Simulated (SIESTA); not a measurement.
Runs of SIESTA 5.4.2 on C. The structure is cubic, space group Fd-3m (No. 227). The conventional cell has a = 3.567 Å, b = 3.567 Å, c = 3.567 Å, α = 90.00°, β = 90.00°, γ = 90.00°. C (site symmetry -43m) has 4 C at 1.54 Å as nearest neighbours. This isn't the form of C at room conditions, which is graphite.

```tsv
task	level	potentials or basis	cell	k mesh	optimiser	force tolerance	broadening (eV)	window to (eV)	polarisation	energy shift	gap on the mesh (eV)	pressure (GPa)	V0 of scaled cells (Å³/atom)	B0 (GPa)
relaxation of cell and atoms	LDA	PseudoDojo 0.4 standard (LDA files), DZP (energy shift 0.002 Ry)	relaxed	13 × 13 × 13	CG	0.04 eV/Å	-	-	-	0.002 Ry	4.26	-0.1	-	-
single point	PBE	PseudoDojo 0.4 standard (PBE files), DZP (energy shift 0.003 Ry)	atoms moved at random, drawn with an rms of 0.05 Å	13 × 13 × 13	-	-	-	-	-	0.003 Ry	3.37	11.1	-	-
single point	PBE	PseudoDojo 0.4 standard (PBE files), DZP (energy shift 0.003 Ry)	as given	13 × 13 × 13	-	-	-	-	-	0.003 Ry	4.29	(a)	-	-
equation of state	PBE	PseudoDojo 0.4 standard (PBE files), SZ (energy shift 0.002 Ry)	as given	13 × 13 × 13	-	-	-	-	-	0.002 Ry	-	-	(c)	403
optical spectrum	PBE	PseudoDojo 0.4 standard (PBE files), DZP (energy shift 0.002 Ry)	as given	10 × 10 × 10	-	-	0.3 eV	30 eV	polarized	0.002 Ry	4.32	(b)	-	-
equation of state	PBE	PseudoDojo 0.4 standard (PBE files), DZP (energy shift 0.003 Ry)	as given	13 × 13 × 13	-	-	-	-	-	0.003 Ry	-	-	5.81	427
```

Alike in all rows: no spin polarisation; smearing fermi-dirac 0.05 eV; grid cutoff 500 Ry.

Task: Fill in the values left out.

Result: (a) 10.3; (b) 10.2; (c) 5.98.

Caveats: the basis of atomic orbitals isn't converged, which shifts pressures, moduli and gaps; an odd mesh through Γ misses points on the zone boundary, where band edges often lie (some runs); the basis has no polarisation orbitals (some runs); spectra need much finer meshes, so this one isn't converged (some runs); independent-particle spectra lack excitons (some runs).
